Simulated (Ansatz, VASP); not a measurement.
# AlSi31H (Al-H pair in Si): VASP beside Ansatz, part 2 of 2

Wanted: the spread between two codes on one cell, functional and k mesh. The cell is taken from a series of runs on this material, whose earlier steps may have relaxed, scaled, displaced or heated it; both programs get it as it stands.

VASP 6.6.1 and Ansatz 0.2.0.

So far: Starting point; Ansatz: single point, HSE06.

In doubt: a hybrid run on one k-point (step 2), which bears on gaps, levels and energies.

**3. VASP: single point, HSE06**

Level of this step: HSE06; plane waves and PAW (Si, Al, H) (VASP).

The same cell, functional, mesh and smearing now go to VASP, with its own data sets.

Lines of VASP's logs that name or quote its potential files are left out, and so is its time.

The run reads the wave functions of an earlier VASP run, which isn't shown here.

The input, INCAR:

```
SYSTEM = AlSi31H
PREC = Accurate
ENCUT = 400
EDIFF = 1E-06
NELM = 100
ISMEAR = -1
SIGMA = 0.01
LREAL = Auto
ALGO = Normal
LHFCALC = .TRUE.
AEXX = 0.25
GGA = PE
HFSCREEN = 0.208
LASPH = .TRUE.
NBANDS = 87
PRECFOCK = Fast
LORBIT = 11
LWAVE = .FALSE.
LCHARG = .FALSE.
ISIF = 2
```

The input, POSCAR:

```
AlSi31H
1.0
   -5.4697832414      5.4697832414      5.4697832414
    5.4697832414     -5.4697832414      5.4697832414
    5.4697832414      5.4697832414     -5.4697832414
Si Al H
31 1 1
Direct
    0.0013925085      0.0023306897      0.5037504982
    0.9854613529      0.2404147615      0.2449814018
    0.0047926076      0.5002186336      0.9990535258
    0.0009343016      0.7508326548      0.7555174091
    0.2525779435      0.9970697570      0.2491665255
    0.2525188017      0.2529365483      0.0046546385
    0.2578179919      0.5002424150      0.7512862116
    0.2457470049      0.7595964097      0.5047656917
    0.4988939551      0.9978051796      0.0013773557
    0.4999200399      0.2452134729      0.7557798809
    0.4994800857      0.7473589739      0.2516669944
    0.7559095965      0.0037631576      0.7524897850
    0.7506045205      0.2492635565      0.5049172549
    0.7580244745      0.5002695162      0.2442401174
    0.7550812237      0.7550615768      0.0108480917
    0.0063752735      0.0015553265      0.2571549327
    0.0015278842      0.2528449267      0.0040432793
    0.0056545600      0.5002142847      0.7497185502
    0.9953507263      0.7527526959      0.5040471449
    0.2516133478      0.0008685342      0.9998845272
    0.2503193957      0.2485522199      0.7533583477
    0.2153328975      0.4998491128      0.4922023122
    0.2487726090      0.7477569853      0.2513880368
    0.5050932773      0.9989151722      0.7558273417
    0.4977912158      0.2374214115      0.5054995311
    0.5104528631      0.5002841065      0.2428833523
    0.5021848778      0.7518698364      0.0049912659
    0.7509062560      0.9990705883      0.4990397689
    0.7421585654      0.2474935159      0.2512871372
    0.7548481684      0.5000374844      0.9947019657
    0.7601847916      0.7632408375      0.7683244804
    0.5406121618      0.5002928805      0.5060707514
    0.3927339978      0.4977471257      0.4229410223
```

The input, KPOINTS:

```
Automatic mesh
0
Gamma
1 1 1
0 0 0
```

Potentials, in the order of the species: Si, Al and H (PBE family, release 64).

Run with:

```console
export OMP_NUM_THREADS=3
mpirun -np 1 vasp_gam
```

Numbers of over 12 decimals in the logs are rounded to 6 here.

The program printed:

```text
[banner, memory and clock lines left out]
running    1 mpi-ranks, on    1 nodes
[...]
Offloading initialized ...    1 GPUs detected
[...]
LDA part: xc-table for (Slater+PW92), standard interpolation
 found WAVECAR, reading the header
 POSCAR, INCAR and KPOINTS ok, starting setup
[...]
reading WAVECAR
 the WAVECAR file was read successfully
 initial charge from wavefunction
 entering main loop
       N       E                     dE             d eps       ncg     rms          rms(c)
DAV:   1    -0.196469217317E+03   -0.19647E+03   -0.62064E+00   174   0.750E+00    0.153E+01
DAV:   2    -0.196518720353E+03   -0.49503E-01   -0.16477E-01   236   0.120E+00    0.116E+01
DAV:   3    -0.196511815756E+03    0.69046E-02   -0.74553E-03   205   0.230E-01    0.703E+00
DAV:   4    -0.196508892751E+03    0.29230E-02   -0.18849E-03   189   0.113E-01    0.410E+00
[...]
DAV:   9    -0.196507308595E+03    0.10215E-04   -0.47577E-06   188   0.579E-03    0.246E-01
DAV:  10    -0.196507306548E+03    0.20475E-05   -0.15998E-06   101   0.357E-03    0.142E-01
DAV:  11    -0.196507306793E+03   -0.24598E-06   -0.92592E-07   101   0.271E-03
   1 F= -.19650731E+03 E0= -.19650731E+03  d E =-.978157E-11
```

From OUTCAR (step 3):

```text
  Total        0.7524784      6.3889355      0.8913487     -0.9316459      1.0019835      0.6096381
  in kB        1.8417654     15.6375513      2.1816641     -2.2802955      2.4524536      1.4921496
  external PRESSURE =       6.5536603 kB  Pullay stress =       0.0000000 kB

 POSITION                                       TOTAL-FORCE (eV/Angst)
 -----------------------------------------------------------------------------------
      2.76054      2.75027     -2.73504        -0.040414      0.017927      0.067600
     -2.73525      5.41524      5.36528        -0.114539      0.202570      0.195459
      8.17448      2.75473     -2.70230        -0.018786      0.003568      0.018242
      8.23430      0.03074     -0.02051         0.073333      0.084957      0.038520
      5.43510     -2.70932      5.47242         0.003758     -0.029184      0.026652
      0.02774      0.02317      2.73927         0.003928      0.050259     -0.037702
      5.43538      2.78336      0.03705         0.001275     -0.117639     -0.000648
      5.57160     -0.04969      2.73805        -0.185415      0.194997      0.111308
      2.73647     -2.72140      8.17909        -0.070387      0.019037      0.040991
      2.74076      5.52714     -0.05823         0.011661      0.001800      0.052498
      2.73241      0.02072      5.44338         0.037801      0.051576     -0.003096
      0.00188      8.23003      0.03929        -0.027288     -0.028943     -0.000669
      0.01956      5.50401      2.70727        -0.037248      0.085022     -0.077029
     -0.07392      2.74580      5.54665        -0.059317     -0.173411      0.062950
[...]
-----------------------------------------------------------------------------------
    total drift:                               -0.006235     -0.006985      0.006275

  FREE ENERGIE OF THE ION-ELECTRON SYSTEM (eV)
  ---------------------------------------------------
  free  energy   TOTEN  =      -196.5073067935 eV

  energy  without entropy=     -196.5073067935  energy(sigma->0) =     -196.50730679

[... 3 further parts left out ...]
[key lines of the parts left out:]
E-fermi :   5.5764
```

The run ends at a pressure of 0.66 GPa, with forces up to 7.1 eV/Å.

**4. Comparison**

Known differences besides the potentials themselves: exact exchange at q = 0 is treated differently, which shows on coarse meshes; VASP keeps PBE cores, Ansatz makes them for the functional; the cutoff is 420 eV in Ansatz and 400 eV in VASP (PREC = Accurate, projectors in real space); VASP takes a coarser grid for exact exchange (PRECFOCK = Fast). Total energies have different zeros and are not compared.

Compared:

| quantity | Ansatz | VASP | difference |
| --- | --- | --- | --- |
| gap on the k mesh (eV) | 1.054 | 1.102 | -0.048 |

Forces on 7 of the 33 atoms, those with the largest forces and the largest differences (eV/Å; atoms numbered as in POSCAR):

```csv
atom,"Ansatz x, y, z","VASP x, y, z"
Si2,"-0.120, 0.201, 0.194","-0.115, 0.203, 0.195"
Si8,"-0.184, 0.194, 0.117","-0.185, 0.195, 0.111"
Si22,"-0.938, 0.682, 0.924","-0.930, 0.677, 0.917"
Si26,"-0.235, -0.004, 0.234","-0.240, -0.011, 0.238"
Si29,"0.211, 0.028, 0.013","0.205, 0.029, 0.014"
Al32,"-1.096, 4.867, 1.195","-1.090, 4.869, 1.189"
H33,"2.601, -6.093, -2.691","2.595, -6.086, -2.685"
```

The forces differ by 3.2 meV/Å r.m.s., which is 0.4 % of the r.m.s. force of 0.899 eV/Å (both taken over all components). A gap on the mesh is an upper bound, since the band edges may lie between its points.

**5. Summary of results**

| Quantity | Value |
| --- | --- |
| r.m.s. force difference (single point, HSE06) | 0.36 % of the r.m.s. force |
| difference in gap on the k mesh (single point, HSE06) | -0.048 eV |

What this shows: The difference in gap on the k mesh is -0.048 eV (single point, HSE06), within the 0.08 eV picked in this series as the mark of a large difference. Such differences can come from data sets, numerical settings and the points named under the comparisons, not from the functional's error against experiment.

[Lines on the potential files, build, host, timing and source positions are cut from VASP's logs without a mark.]

[Logs are printed without paths, hosts, clocks, repeated set-up lines and the standing remarks that a program may print on its own settings, such as how far it seeks lower states.]

[Hosts, paths, dates, database ids (printed as entryN), source tags and the programs' standing remarks are cut or masked in the printed files.]
